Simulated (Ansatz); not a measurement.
Wanted: the native input for an Ansatz 0.2.0 run.

```yaml
Task: single point
Functional: PBEsol
Potentials_or_basis: Ansatz PAW
Cutoff: "420 eV (not typed: the program's choice for these potentials)"
k_mesh: 6 × 6 × 6
Occupations: fermi-dirac, width 0.05 eV
Spin: collinear spin, ferromagnetic start
Starting_moments: "[1.0, 1.0, 1.0, 1.0] μB"
Fixed_moment: 4 μB
```

Ti3Ni:

```
Ni Ti
1.0
     3.93518    0.00000    0.00000
     0.00000    3.93518    0.00000
     0.00000    0.00000    3.93518
Ni Ti
1 3
Direct
  0.00000 0.00000 0.00000
  0.50000 0.50000 0.00000
  0.50000 0.00000 0.50000
  0.00000 0.50000 0.50000
```

The cell comes from a database or a generator and needn't be the stable form of this composition.

These files were run (other wordings do the same):

input.yaml

```yaml
crystal:
  lattice:
    - [3.935175, 0.0, 0.0]
    - [0.0, 3.935175, 0.0]
    - [0.0, 0.0, 3.935175]
  atoms:
    - { symbol: Ni, position: [0.0, 0.0, 0.0], spin: 1.0 }
    - { symbol: Ti, position: [0.5, 0.5, 0.0], spin: 1.0 }
    - { symbol: Ti, position: [0.5, 0.0, 0.5], spin: 1.0 }
    - { symbol: Ti, position: [0.0, 0.5, 0.5], spin: 1.0 }
hamiltonian:
  xc: pbesol
  pseudopotentials: { kind: paw }
magnetization:
  spin_polarized: true
  initial_magnetization: 4.0
  spin_locking: { lock_magnetization: hard }
kpoints:
  mp_grid: { grid: [6, 6, 6] }
scf:
  occupations: { method: fermi_dirac, width: 0.05 }
  lower_state_search: "off"
output:
  forces: true
  stress: true
  eigenvalues: true
  write_density: true
  write_potential: true
  elf: true
  volumetric_format: npy
```

Potentials or basis: Ansatz PAW.

Launch:

```sh
$ ansatz run input.yaml --threads 2 --pin off --max-ram 5632MiB --backend cpu --events-out ev --progress --plain --runs-dir out
```

Results of the run:

The pressure is -1.6 GPa, the net moment is 4.00 μB per cell and the absolute moment is 4.00 μB per cell. The site moments are Ni +0.48; Ti +0.89 μB.

Caveat: the total moment is fixed, so each spin has its own Fermi level; the PAW data sets come from PBE, with cores solved anew for the run's functional, which leaves a small shift of forces and pressure; the thresholds are loose for stress.

Wall time 2.7 s on 2 threads of Intel(R) Xeon(R) 6975P-C (Granite Rapids), with other jobs on the host, peak memory 0.44 GiB.
